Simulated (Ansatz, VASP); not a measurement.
**One calculation of As, two programs**

The input INCAR:

```
SYSTEM = As
  ALGO = Normal
  EDIFF = 1E-6
  ENCUT = 520
  GGA = PE
  ISIF = 2
  ISMEAR = 0
  LASPH = .True.
  LCHARG = .False.
  LREAL = .False.
  LWAVE = .False.
  NBANDS = 8
  NELM = 100
  PREC = Accurate
  SIGMA = 0.15
```

File KPOINTS:

```
k-points
0
Gamma
  18 18 18
  0 0 0
```

Contents of POSCAR:

```
As
1.0
    2.9402538970      0.0000000000      0.0000000000
    0.0000000000      2.9402538970      0.0000000000
    0.0000000000      0.0000000000      2.7036817444
As
1
Direct
    0.5000000000      0.5000000000      0.5000000000
```

Input for Ansatz:

```yaml
crystal:
  lattice:
    - [2.940253897, 0.0, 0.0]
    - [0.0, 2.940253897, 0.0]
    - [0.0, 0.0, 2.7036817444]
  atoms:
    - { symbol: As, position: [0.5, 0.5, 0.5] }
basis:
  ecutwfc: 420
kpoints:
  mp_grid: { grid: [18, 18, 18] }
hamiltonian:
  xc: pbe
scf:
  occupations: { method: gaussian, width: 0.15 }
output:
  forces: true
  stress: true
  eigenvalues: true
  write_density: true
  write_potential: true
  elf: true
  volumetric_format: npy
```

Change from the starting cell: strain +0.0875 x Voigt [1, 1, 0, 0, 0, 0], atoms carried along.

Alike in both runs: task single point; functional PBE; k mesh 18 × 18 × 18; occupations gaussian, width 0.15 eV; no spin polarisation.

|  | VASP | Ansatz |
| --- | --- | --- |
| version | VASP 6.6.1 | Ansatz 0.2.0 |
| potentials or method | VASP PAW PBE potentials, release 64 (As) | scalar-relativistic, plane waves, PAW |
| plane-wave cutoff (eV) | 520 | 420 |
| valence electrons in the cell | 5 | 15 |

|  | VASP | Ansatz | Ansatz less VASP |
| --- | --- | --- | --- |
| gap on the k mesh at the Fermi level (eV) | none | none | - |
| pressure (GPa) | -7.1 | -7.1 | -0.05 |
| largest component of the traceless stress (GPa) | 6.60 | 6.55 | -0.050 |

A gap of «none» marks a metal or a gap that the smearing closes. With one functional, cell and mesh, what is left measures potentials, basis and numerics. The two sets of potentials don't hold the same shells in valence.
